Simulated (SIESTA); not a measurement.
## SnSe under changes of volume

One of the cells (26.676 Å³/atom); the others are scaled copies at fixed shape and fractional positions:

```
CELL_PARAMETERS angstrom
11.42000 0.00000 0.00000
0.00000 4.19000 0.00000
0.00000 0.00000 4.46000
ATOMIC_POSITIONS crystal
Sn 0.87700 0.75000 0.90900
Sn 0.62300 0.25000 0.40900
Sn 0.37700 0.75000 0.59100
Sn 0.12300 0.25000 0.09100
Se 0.64300 0.75000 0.98400
Se 0.85700 0.25000 0.48400
Se 0.14300 0.75000 0.51600
Se 0.35700 0.25000 0.01600
```

| Item | Value |
| --- | --- |
| Program | SIESTA 5.4.2 |
| Functional | LDA |
| Potentials or basis | PseudoDojo 0.4 standard (LDA files) |
| Basis | DZP (energy shift 0.003 Ry; two zetas on semicore shells) |
| Grid cutoff | 500 Ry |
| Energy shift | 0.003 Ry |
| k mesh | 2 × 4 × 4 |
| Occupations | fermi-dirac, width 0.05 eV |
| Spin | no spin polarisation |

| volume (Å³/atom) | energy over the lowest point (meV/atom) | pressure (GPa) | gap on the mesh (eV) | largest force (eV/Å) |
| --- | --- | --- | --- | --- |
| 25.076 | 13.68 | 3.4 | 0.95 | 0.902 |
| 25.609 | 4.70 | 2.0 | 1.02 | 0.755 |
| 26.143 | ? | ? | ? | ? |
| 26.676 | 0.00 | -0.5 | 1.10 | 0.493 |
| 27.210 | 3.49 | -1.6 | 1.13 | 0.377 |
| 27.743 | 10.37 | -2.5 | 1.16 | 0.277 |
| 28.277 | 20.32 | -3.4 | 1.19 | 0.202 |

Q: What does the run at 26.143 Å³/atom give?

A: Energy over the lowest point 0.27 meV/atom; pressure 0.7 GPa; gap on the mesh 1.06 eV; largest force 0.618 eV/Å.

Worked out: A Birch-Murnaghan fit of order 3 (a polynomial in V^(-2/3)) to the other rows has its minimum at 26.44 Å³/atom with B0 = V·E''(V) = 58 GPa and B' = 3.9 at fixed shape and positions, which overstates the stiffness. It gives 0.28 meV/atom at 26.143 Å³/atom, against the run's 0.27, and -dE/dV = 0.7 GPa, against 0.7. A parabola through the other rows of the gap, of slope 2.18 eV per unit of ln V there, gives 1.06 eV, against the run's 1.06.

Energies are extrapolated to zero smearing.

Caveats: spin-orbit coupling is left out, which moves the levels of the heavy elements; the basis of atomic orbitals isn't converged, which shifts pressures, moduli and gaps.

A mesh can miss the band edges.
